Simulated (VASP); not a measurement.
Input of a VASP 6.6.1 run:

The input POSCAR:

```
CdS
1.0
    4.1500000000      0.0000000000      0.0000000000
   -2.0750000000      3.5940054257      0.0000000000
    0.0000000000      0.0000000000      6.7370000000
Cd S
2 2
Direct
    0.6666666667      0.3333333333      0.5000000000
    0.3333333333      0.6666666667      0.0000000000
    0.6666666667      0.3333333333      0.8750000000
    0.3333333333      0.6666666667      0.3750000000
```

Contents of INCAR.step1:

```
SYSTEM = CdS
ALGO = Normal
EDIFF = 1E-5
ENCUT = 520
GGA = PE
ISIF = 2
ISMEAR = -1
LASPH = .True.
LCHARG = .False.
LREAL = .False.
LWAVE = .True.
NELM = 60
PREC = Accurate
SIGMA = 0.05
```

INCAR.step2

```
SYSTEM = CdS
AEXX = 0.2
AGGAC = 0.81
AGGAX = 0.72
ALDAC = 0.19
ALGO = Normal
EDIFF = 1E-6
ENCUT = 520
GGA = B3
ISIF = 2
ISMEAR = -1
ISTART = 1
LASPH = .True.
LCHARG = .False.
LHFCALC = .True.
LREAL = .False.
LWAVE = .False.
NELM = 60
PREC = Accurate
PRECFOCK = Fast
SIGMA = 0.05
```

Contents of KPOINTS:

```
k-points
0
Gamma
  4 4 2
  0 0 0
```

Contents of KPOINTS_OPT:

```
path GMKGALHA,LM,KH
10
line-mode
reciprocal
 0.0000000000  0.0000000000  0.0000000000  G
 0.5000000000  0.0000000000  0.0000000000  M

 0.5000000000  0.0000000000  0.0000000000  M
 0.3333333333  0.3333333333  0.0000000000  K

 0.3333333333  0.3333333333  0.0000000000  K
 0.0000000000  0.0000000000  0.0000000000  G

 0.0000000000  0.0000000000  0.0000000000  G
 0.0000000000  0.0000000000  0.5000000000  A

 0.0000000000  0.0000000000  0.5000000000  A
 0.5000000000  0.0000000000  0.5000000000  L

 0.5000000000  0.0000000000  0.5000000000  L
 0.3333333333  0.3333333333  0.5000000000  H

 0.3333333333  0.3333333333  0.5000000000  H
 0.0000000000  0.0000000000  0.5000000000  A

 0.5000000000  0.0000000000  0.5000000000  L
 0.5000000000  0.0000000000  0.0000000000  M

 0.3333333333  0.3333333333  0.0000000000  K
 0.3333333333  0.3333333333  0.5000000000  H
```

Potentials or basis: VASP PAW PBE potentials, release 64 (Cd, S).

Command:

```bash
$ cat potpaw_PBE.64/Cd/POTCAR potpaw_PBE.64/S/POTCAR > POTCAR
$ cp INCAR.step1 INCAR
$ mpirun -np 1 vasp_std > vasp.out
$ cp INCAR.step2 INCAR
$ mpirun -np 1 vasp_std > vasp.out
```

(1) What does it give for the pressure?

(2) What does it give for the band gap on the k mesh?

(3) Predict the largest force.

Answers

(1) 3.9 GPa.

(2) 2.55 eV, direct.

(3) 0.059 eV/Å.

Caveat: the k mesh is coarse (spacing up to 0.47 Å⁻¹), so the values aren't converged, least of all with exact exchange; an unscreened hybrid on a path of extra k points without a Coulomb cutoff has errors near the mesh points, so the bands along the path aren't reliable; the PAW data sets were made with another functional, which shifts forces and pressure a little.
